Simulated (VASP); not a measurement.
A run of VASP 6.6.1:

Contents of INCAR:

```
SYSTEM = CsPbBr3
ALGO = Fast
EDIFF = 1E-6
ENCUT = 520
GGA = PE
ISIF = 2
ISMEAR = 0
LASPH = .TRUE.
LCHARG = .FALSE.
LREAL = .FALSE.
LWAVE = .FALSE.
NBANDS = 30
NELM = 100
PREC = Accurate
SIGMA = 0.05
```

File KPOINTS:

```
k-points
0
G
  3 3 3
  0 0 0
```

File POSCAR:

```
CsPbBr3
1.0
    5.8313804609      0.0000000000      0.0000000000
    0.0000000000      5.8313804609      0.0000000000
    0.0000000000      0.0000000000      5.9480080701
Cs Pb Br
1 1 3
Direct
    0.0000000000      0.0000000000      0.0000000000
    0.5000000000      0.5000000000      0.5000000000
    0.0000000000      0.5000000000      0.5000000000
    0.5000000000      0.0000000000      0.5000000000
    0.5000000000      0.5000000000      0.0000000000
```

Potentials or basis: VASP PAW PBE potentials, release 64 (Cs_sv, Pb_d, Br).

Run with:

```console
$ cat potpaw_PBE.64/Cs_sv/POTCAR potpaw_PBE.64/Pb_d/POTCAR potpaw_PBE.64/Br/POTCAR > POTCAR
$ mpirun -np 1 vasp_std > vasp.out
```

Hardware: 1 thread of Intel(R) Xeon(R) Platinum 8375C CPU @ 2.90GHz (Ice Lake), on a shared host.

Problem. Estimate the wall time of this run.

Solution. Wall time 72 s on 1 thread of Intel(R) Xeon(R) Platinum 8375C CPU @ 2.90GHz (Ice Lake), on a shared host, peak memory 0.33 GiB. Counts: scf iterations 14, k points 6.
